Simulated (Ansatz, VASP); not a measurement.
## ZnSe (Stilleite): VASP beside Ansatz

```xyz
2
Lattice="0.0000 2.8324 2.8324 2.9030 0.0000 2.8324 2.9030 2.8324 0.0000" Properties=species:S:1:pos:R:3 pbc="T T T"
Zn    0.0000    0.0000    0.0000
Se    1.4515    1.4162    1.4162
```

Change from the starting cell: uniaxial_x strain +2.5%.

Alike in both runs: task single point; functional PBE; k mesh 8 × 8 × 8; occupations fermi-dirac, width 0.02 eV; no spin polarisation.

|  | VASP | Ansatz |
| --- | --- | --- |
| version | VASP 6.6.1 | Ansatz 0.2.0 |
| potentials or method | VASP PAW PBE potentials, release 64 (Zn, Se) | plane waves, PAW |
| plane-wave cutoff (eV) | 520 | 420 |
| valence electrons in the cell | 18 | 28 |

Ansatz gave:

```
gap on the k mesh at the Fermi level (eV)       : 1.16
pressure (GPa)                                  : 0.6
largest component of the traceless stress (GPa) : 0.59
```

Q: What did VASP give for the same quantities?

A: gap on the k mesh at the Fermi level (eV): 1.16; pressure (GPa): 0.9; largest component of the traceless stress (GPa): 0.59.

With one functional, cell and mesh, what is left measures potentials, basis and numerics. The two sets of potentials don't hold the same shells in valence.
